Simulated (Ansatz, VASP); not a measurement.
Rh in VASP and in Ansatz

```
CELL_PARAMETERS angstrom
0.00000 1.87762 1.87762
1.87762 0.00000 1.87762
1.87762 1.87762 0.00000
ATOMIC_POSITIONS crystal
Rh 0.00000 0.00000 0.00000
```

Alike in both runs: task single point; functional LDA; k mesh 14 × 14 × 14; occupations fermi-dirac, width 1 eV; no spin polarisation.

|  | VASP | Ansatz |
| --- | --- | --- |
| version | VASP 6.6.1 | Ansatz 0.2.0 |
| potentials or method | VASP PAW LDA potentials, release 64 (Rh_pv) | plane waves (420 eV) with PAW, scalar-relativistic |
| plane-wave cutoff (eV) | 520 | 420 |
| valence electrons in the cell | 15 | 17 |

```tsv
	VASP	Ansatz	Ansatz less VASP
pressure (GPa)	26.6	25.6	-0.97
```

The two sets of potentials don't hold the same shells in valence. Ansatz warned: «pseudo_functional_mismatch».
